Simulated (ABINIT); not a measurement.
# NbAs (I4_1md) in ABINIT: convergence with pawecutdg

Aim: find how far pawecutdg must go before the results for NbAs settle, at PBEsol. This setting moves, with any that are tied to it; all else stays.

Program: ABINIT 10.8.3 (patched build). These are calculated values, not measurements. Logs are shortened: lines on timing, memory, paths and dates and some standing lists are left out, and cuts for length are marked. The log counts tension as positive stress, the text compression.

## (1) Starting point

It takes space group I4_1md (No. 109, tetragonal). Conventional cell: a = 3.452 Å, b = 3.452 Å, c = 11.680 Å, α = 90.00°, β = 90.00°, γ = 90.00°. Nb (site symmetry 2mm) has 6 As at 2.60 to 2.63 Å as nearest neighbours. Around As (site symmetry 2mm) lie 6 Nb at 2.60 to 2.63 Å.

## (2) With pawecutdg 16.5

run.abi

```
# Pseudopotentials
pp_dirpath "./"
pseudos "Nb.GGA_PBE-JTH.xml, As.GGA_PBE-JTH_sp.xml"

# Structure
acell 3*1.0
rprim
    -3.2613838322     3.2613838322    11.0360005678
     3.2613838322    -3.2613838322    11.0360005678
     3.2613838322     3.2613838322   -11.0360005678
ntypat 2
znucl 41 33
natom 4
typat 1 1 2 2
xred
     0.5000000000     0.0000000000     0.5000000000
     0.7500000000     0.7500000000     0.0000000000
     0.9160000000     0.4160000000     0.5000000000
     0.1660000000     0.1660000000     0.0000000000

# Plane-wave basis
ecut 16.0
pawecutdg 16.5
pawxcdev 0

# k points
kptopt 1
ngkpt 9 9 9
nshiftk 1
shiftk 0.0 0.0 0.0

# Exchange and correlation
ixc -116133

# Bands and occupations
nband 22
occopt 4
tsmear 0.00367493

# SCF cycle
nstep 100
tolvrs 1.0e-9

# Output
iomode 3
prtwf 0
prtden 0
prteig 0
prtebands 0
```

Potentials or basis: JTH PAW PBE v2.0 sp.

On the command line:

```sh
> abinit run.abi > log 2>&1
```

run.abo:

```text
.Version 10.8.3 of ABINIT
 Symmetries : space group I4_1 m d (#109); Bravais tI (body-center tetrag.)
================================================================================
 Values of the parameters that define the memory need of the present run
     intxc =       0    ionmov =       0      iscf =      17    lmnmax =      18
     lnmax =       6     mgfft =      45  mpssoang =       3    mqgrid =    3001
     natom =       4  nloc_mem =       2    nspden =       1   nspinor =       1
    nsppol =       1      nsym =       8    n1xccc =       1    ntypat =       2
    occopt =       4   xclevel =       2
       mpw =        1458          nfft =       91125          nkpt =          75
 PAW method is used; the additional fine FFT grid is defined by:
   mgfftf=        45    nfftf =     91125
================================================================================
================================================================================

--------------------------------------------------------------------------------
------------- Echo of variables that govern the present computation ------------
--------------------------------------------------------------------------------
 -outvars: echo values of preprocessed input variables --------
            acell      1.0000000000E+00  1.0000000000E+00  1.0000000000E+00 Bohr
              amu      9.29063800E+01  7.49215900E+01
             ecut      1.60000000E+01 Hartree
                       outvar_i_n : Printing only first  50 k-points.
              ixc     -116133
                       outvar_i_n : Printing only first  50 k-points.
         kptrlatt        9    0    0      0    9    0      0    0    9
          kptrlen      5.87049090E+01
            natom           4
            nband          22
            ngfft          45      45      45
          ngfftdg          45      45      45
             nkpt          75
            nstep         100
             nsym           8
           ntypat           2
                       prtocc : prtvol=0, do not print more k-points.
           occopt           4
        pawecutdg      1.65000000E+01 Hartree
         pawxcdev           0
           prtden           0
        prtebands           0
           prteig           0
            prtwf           0
            rprim     -3.2613838322E+00  3.2613838322E+00  1.1036000568E+01
                       3.2613838322E+00 -3.2613838322E+00  1.1036000568E+01
                       3.2613838322E+00  3.2613838322E+00 -1.1036000568E+01
          spgroup         109
           tolvrs      1.00000000E-09
           tsmear      3.67493000E-03 Hartree
            typat      1  1  2  2
           useylm           1
                       outvars : Printing only first  50 k-points.
           xangst      4.3394048725E-17  1.7258499988E+00  1.7836646734E-16
                      -4.0137373006E-17  4.6650724445E-17  8.7599999940E+00
                      -5.2409871563E-17  1.7258499988E+00  4.8588799967E+00
                       1.1625607151E-17 -1.0183985366E-17  1.9388799987E+00
            xcart      8.2002867585E-17  3.2613838322E+00  3.3706377331E-16
                      -7.5848642394E-17  8.8157092776E-17  1.6554000852E+01
                      -9.9040303547E-17  3.2613838322E+00  9.1819524724E+00
                       2.1969213562E-17 -1.9244943211E-17  3.6639521885E+00
[... 156 lines left out ...]
    2      0.00000000000000    -0.00000000000000    -0.28203128451665
    3     -0.00000000000000     0.00000000000000     0.28203128451665
    4      0.00000000000000     0.00000000000000     0.28203128451665
 frms,max,avg= 1.6283084E-01 2.8203128E-01   0.000E+00  0.000E+00 -1.052E-05 e/A
 length scales=  1.000000000000  1.000000000000  1.000000000000 bohr
              =  0.529177210544  0.529177210544  0.529177210544 angstroms
 Fermi (or HOMO) energy (hartree) =   0.29614   Average Vxc (hartree)=  -0.44760
 Eigenvalues (hartree) for nkpt=  75  k points:
 kpt#   1, nband= 22, wtk=  0.00137, kpt=  0.0000  0.0000  0.0000 (reduced coord)
  -1.72738   -1.72632   -0.85446   -0.85049   -0.85049   -0.84455   -0.84454   -0.84288
  -0.19140   -0.10729    0.06607    0.19081    0.21240    0.21240    0.22002    0.23403
   0.24465    0.24465    0.32193    0.34444    0.38407    0.40662
      occupation numbers for kpt#   1
   2.00000    2.00000    2.00000    2.00000    2.00000    2.00000    2.00000    2.00000
   2.00000    2.00000    2.00000    2.00000    2.00000    2.00000    2.00000    2.00000
   2.00000    2.00000    0.00000    0.00000    0.00000    0.00000
 prteigrs : prtvol=0 or 1, do not print more k-points.

--- !EnergyTerms
iteration_state     : {dtset: 1, }
comment             : Components of total free energy in Hartree
kinetic             :  3.08299065061325E+01
hartree             :  2.35233712717367E+01
xc                  : -2.57725878298776E+01
Ewald energy        : -1.04942397278994E+02
psp_core            :  8.03481517640907E+00
local_psp           : -9.61255347134432E+01
PAW spherical_terms :  3.64218685896139E+01
internal            : -1.28030558278423E+02
'-kT*entropy'       : -4.51365822496575E-06
total_energy        : -1.28030562792081E+02
total_energy_eV     : -3.48388909542564E+03
...

--- !EnergyTermsDC
iteration_state     : {dtset: 1, }
comment             : '"Double-counting" decomposition of free energy'
band_energy         : -1.46157787201447E+01
Ewald energy        : -1.04942397278994E+02
psp_core            :  8.03481517640907E+00
xc_dc               : -2.83203619201732E+01
PAW spherical_terms :  1.18131360000739E+01
internal            : -1.28030586742829E+02
'-kT*entropy'       : -4.51365822496575E-06
total_energy_dc     : -1.28030591256487E+02
total_energy_dc_eV  : -3.48388986998159E+03
...

--- !EnergyTermsWithPAWCore
iteration_state     : {dtset: 1, }
comment             : 'Components of total free energy, including PAW core contributions'
Total energy        : -1.21547034498142E+04
Total energy DC     : -1.21547034782786E+04
Total energy (eV)   : -3.30746330278253E+05
Total energy DC (eV): -3.30746331052809E+05
...

 Cartesian components of stress tensor (hartree/bohr^3)
  sigma(1 1)=  8.17943114E-05  sigma(3 2)=  0.00000000E+00
  sigma(2 2)=  8.17943114E-05  sigma(3 1)=  0.00000000E+00
  sigma(3 3)=  4.52653686E-05  sigma(2 1)=  0.00000000E+00

-Cartesian components of stress tensor (GPa)         [Pressure= -2.0482E+00 GPa]
- sigma(1 1)=  2.40647172E+00  sigma(3 2)=  0.00000000E+00
- sigma(2 2)=  2.40647172E+00  sigma(3 1)=  0.00000000E+00
- sigma(3 3)=  1.33175312E+00  sigma(2 1)=  0.00000000E+00

== END DATASET(S) ==============================================================
================================================================================

 -outvars: echo values of variables after computation  --------
            acell      1.0000000000E+00  1.0000000000E+00  1.0000000000E+00 Bohr
           etotal     -1.2803059126E+02
            fcart     -5.5249271475E-19 -5.5249271475E-19 -5.4846352581E-03
                       7.8936231276E-19 -9.4536116321E-19 -5.4846352581E-03
                      -9.8579653700E-19  7.4892693898E-19  5.4846352581E-03
                       7.4892693898E-19  7.4892693898E-19  5.4846352581E-03
            rprim     -3.2613838322E+00  3.2613838322E+00  1.1036000568E+01
                       3.2613838322E+00 -3.2613838322E+00  1.1036000568E+01
                       3.2613838322E+00  3.2613838322E+00 -1.1036000568E+01
           strten      8.1794311382E-05  8.1794311382E-05  4.5265368633E-05
                       0.0000000000E+00  0.0000000000E+00  0.0000000000E+00
           xangst      4.3394048725E-17  1.7258499988E+00  1.7836646734E-16
                      -4.0137373006E-17  4.6650724445E-17  8.7599999940E+00
                      -5.2409871563E-17  1.7258499988E+00  4.8588799967E+00
                       1.1625607151E-17 -1.0183985366E-17  1.9388799987E+00
             xred      5.0000000000E-01  2.0939664165E-17  5.0000000000E-01
                       7.5000000000E-01  7.5000000000E-01  1.8869981295E-18
                       9.1600000000E-01  4.1600000000E-01  5.0000000000E-01
                       1.6600000000E-01  1.6600000000E-01  4.1765558600E-19
 Calculation completed.
```

Run time: 2.3 min. Hardware: 1 thread of Arm Neoverse V2, shared host; peak memory 0.19 GiB.

Results:

```yaml
Free_energy: -3483.8899 eV
Pressure: -2.0 GPa
Largest_force: 0.282 eV/Å
Band_gap_on_the_k_mesh: none (metal or under the smearing width)
Valence_electrons_inside_the_program's_atomic_spheres: Nb 10.13, 10.14; As 2.82, 2.83
```

## (3) With pawecutdg 19.2

Edit run.abi of step 2 so:

```diff
@@ -22,3 +22,3 @@
 ecut 16.0
-pawecutdg 16.5
+pawecutdg 19.2
 pawxcdev 0
```

Potentials or basis: JTH PAW PBE v2.0 sp.

On the command line:

```sh
> abinit run.abi > log 2>&1
```

Run time: 2.3 min. Hardware: 1 thread of Arm Neoverse V2, shared host; peak memory 0.19 GiB.

It converged, with:

| Quantity | Value |
| --- | --- |
| Free energy | -3483.8845 eV |
| Pressure | -2.1 GPa |
| Largest force | 0.282 eV/Å |
| Band gap on the k mesh | none (metal or under the smearing width) |
| Valence electrons inside the program's atomic spheres | Nb 10.13; As 2.82 |

## (4) With pawecutdg 24

Edit run.abi of step 3 so:

```diff
@@ -22,3 +22,3 @@
 ecut 16.0
-pawecutdg 19.2
+pawecutdg 24.0
 pawxcdev 0
```

On the command line:

```sh
> abinit run.abi > log 2>&1
```

Run time: 2.4 min. Hardware: 1 thread of Arm Neoverse V2, shared host; peak memory 0.21 GiB.

It converged, with:

```
Free energy                                           : -3483.8873 eV
Pressure                                              : -2.1 GPa
Largest force                                         : 0.282 eV/Å
Band gap on the k mesh                                : none (metal or under the smearing width)
Valence electrons inside the program's atomic spheres : Nb 10.13; As 2.83, 2.82
```

## (5) With pawecutdg 28.8

Edit run.abi of step 4 so:

```diff
@@ -22,3 +22,3 @@
 ecut 16.0
-pawecutdg 24.0
+pawecutdg 28.8
 pawxcdev 0
```

On the command line:

```sh
> abinit run.abi > log 2>&1
```

Wall time 2.3 min (1 thread of Arm Neoverse V2, shared host); peak memory 0.23 GiB.

Results (log left out):

```
Free energy                                           : -3483.8859 eV
Pressure                                              : -2.1 GPa
Largest force                                         : 0.282 eV/Å
Band gap on the k mesh                                : none (metal or under the smearing width)
Valence electrons inside the program's atomic spheres : Nb 10.14; As 2.83
```

## (6) With pawecutdg 35.2

Edit run.abi of step 5 so:

```diff
@@ -22,3 +22,3 @@
 ecut 16.0
-pawecutdg 28.8
+pawecutdg 35.2
 pawxcdev 0
```

Potentials or basis: JTH PAW PBE v2.0 sp.

On the command line:

```sh
> abinit run.abi > log 2>&1
```

Run time: 2.5 min. Hardware: 1 thread of Arm Neoverse V2, shared host; peak memory 0.24 GiB.

It converged, with:

| Property | Result |
| --- | --- |
| Free energy | -3483.8867 eV |
| Pressure | -2.1 GPa |
| Largest force | 0.282 eV/Å |
| Band gap on the k mesh | none (metal or under the smearing width) |
| Valence electrons inside the program's atomic spheres | Nb 10.13; As 2.82 |

## (7) With pawecutdg 43.2

Edit run.abi of step 6 so:

```diff
@@ -22,3 +22,3 @@
 ecut 16.0
-pawecutdg 35.2
+pawecutdg 43.2
 pawxcdev 0
```

On the command line:

```sh
> abinit run.abi > log 2>&1
```

Run time: 2.5 min. Hardware: 1 thread of Arm Neoverse V2, shared host; peak memory 0.28 GiB.

The run converged. Its results:

| Item | Value |
| --- | --- |
| Free energy | -3483.8868 eV |
| Pressure | -2.1 GPa |
| Largest force | 0.282 eV/Å |
| Band gap on the k mesh | none (metal or under the smearing width) |
| Valence electrons inside the program's atomic spheres | Nb 10.14; As 2.82 |

## (8) With pawecutdg 52.8

Edit run.abi of step 7 so:

```diff
@@ -22,3 +22,3 @@
 ecut 16.0
-pawecutdg 43.2
+pawecutdg 52.8
 pawxcdev 0
```

On the command line:

```sh
> abinit run.abi > log 2>&1
```

Wall time 2.6 min (1 thread of Arm Neoverse V2, shared host); peak memory 0.33 GiB.

It converged, with:

| Property | Result |
| --- | --- |
| Free energy | -3483.8868 eV |
| Pressure | -2.1 GPa |
| Largest force | 0.282 eV/Å |
| Band gap on the k mesh | none (metal or under the smearing width) |
| Valence electrons inside the program's atomic spheres | Nb 10.14; As 2.83 |

## (9) Summary

| pawecutdg | energy less the tightest run (meV/atom) | pressure (GPa) | SCF cycles | CPU time (s) | peak memory (GiB) |
| --- | --- | --- | --- | --- | --- |
| 16.5 | -0.78 | -2.05 | 10 | 140 | 0.19 |
| 19.2 | 0.56 | -2.09 | 10 | 140 | 0.19 |
| 24 | -0.14 | -2.11 | 10 | 140 | 0.21 |
| 28.8 | 0.22 | -2.12 | 10 | 140 | 0.23 |
| 35.2 | 0.01 | -2.11 | 11 | 150 | 0.24 |
| 43.2 | -0.01 | -2.12 | 11 | 150 | 0.28 |
| 52.8 | 0.00 | -2.12 | 11 | 150 | 0.33 |

Against the tightest run, the energy stays within 1 meV/atom from 16.5 on; the pressure stays within 0.1 GPa from 16.5 on. The tightest run that finished is the yardstick and may itself not be fully converged.

Caveats: the PAW data sets were made with another functional, which shifts forces and pressure a little; this set keeps more shells in the core, which shifts pressures and gaps.
